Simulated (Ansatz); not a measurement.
# Relaxing Sr

All numbers below come from DFT PBEsol, scalar-relativistic, plane waves, PAW in Ansatz 0.2.0. (420 eV cutoff, 16×16×16 k-mesh, Gaussian smearing of 0.10 eV, no spin polarisation)

What was changed: relaxed at 50 GPa.

Other phases may be more stable at this pressure.

Input:

```yaml
crystal:
  lattice:
    - [0.0, 2.2576844364, 2.2576844364]
    - [2.2576844364, 0.0, 2.2576844364]
    - [2.2576844364, 2.2576844364, 0.0]
  atoms:
    - { symbol: Sr, position: [0.0, 0.0, 0.0] }
basis:
  ecutwfc: 420
kpoints:
  mp_grid: { grid: [16, 16, 16] }
hamiltonian:
  xc: pbesol
scf:
  occupations: { method: gaussian, width: 0.1 }
output:
  forces: true
  stress: true
  eigenvalues: true
relax:
  adjacent_minimum: "off"
  f_tol: 0.008
  max_steps: 50
  cell: { stress_tol: 0.08, p_target: 50.0 }
```

F is the free energy. Steps run on the plane waves of an earlier cell, but the last one, and at times one on the way, on a freshly chosen basis, so a repeated geometry can differ a little in energy. The relaxation lowers the enthalpy F + PV at the target pressure, so F itself can rise.

Steps:

```
step F − F(1) (eV) largest force component (eV/Å) V (Å³/atom) P (GPa)
   1         0.0000                           0.000       23.015    30.94
   2         0.7350                           0.000       19.811    43.76
   3         1.1046                           0.000       18.556    51.40
   4         1.0358                           0.000       18.774    49.73
   5         1.0470                           0.000       18.738    50.00
   6         1.0472                           0.000       18.738    50.01
```

Relaxed structure:

```xyz
1
Lattice="0.0000 2.1081 2.1081 2.1081 0.0000 2.1081 2.1081 2.1081 0.0000" Properties=species:S:1:pos:R:3 pbc="T T T"
Sr    0.0000    0.0000    0.0000
```

Symmetry: Fm-3m, No. 225, cubic system. The conventional cell has a = 4.216 Å, b = 4.216 Å, c = 4.216 Å, α = 90.00°, β = 90.00°, γ = 90.00°. Around Sr (site symmetry m-3m) lie 12 Sr at 2.98 Å.

The run converged. The run took of the order of 23 core-seconds.